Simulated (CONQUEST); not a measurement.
**Cu under changes of volume**

One of the cells (11.458 Å³/atom); the others are scaled copies at fixed shape and fractional positions:

```xyz
2
Lattice="2.7522 0.0000 0.0000 0.0000 2.8856 0.0000 0.0000 0.0000 2.8856" Properties=species:S:1:pos:R:3 pbc="T T T"
Cu    0.0000    0.0000    0.0000
Cu    1.3761    1.4428    1.4428
```

This isn't the form of Cu at room conditions, which is fcc.

| Property | Result |
| --- | --- |
| Program | CONQUEST 1.3 |
| Functional | PBE |
| Potentials or basis | PseudoDojo NC PBE, DZP, grid of 32 × 32 × 32 points |
| k mesh | 10 × 9 × 9 |
| Occupations | fermi-dirac, width 0.05 eV |
| Spin | no spin polarisation |

```tsv
volume (Å³/atom)	energy over the lowest point (meV/atom)	pressure (GPa)
10.771	70.14	19.7
11.000	?	?
11.229	26.67	10.8
11.458	13.12	7.6
11.687	4.38	4.7
11.916	0.75	1.5
12.146	0.00	-0.6
```

Question: What does the run at 11.000 Å³/atom give?

Answer: Energy over the lowest point 45.45 meV/atom; pressure 15.0 GPa.

Worked out: A Birch-Murnaghan fit of order 3 (a polynomial in V^(-2/3)) to the other rows has its minimum at 12.05 Å³/atom with B0 = V·E''(V) = 134 GPa and B' = 4.8 at fixed shape and positions, which overstates the stiffness. It gives 45.34 meV/atom at 11.000 Å³/atom, against the run's 45.45, and -dE/dV = 15.2 GPa, against 15.0.

Energies are extrapolated to zero smearing.

Caveats: the basis of atomic orbitals isn't converged, which shifts pressures, moduli and gaps.
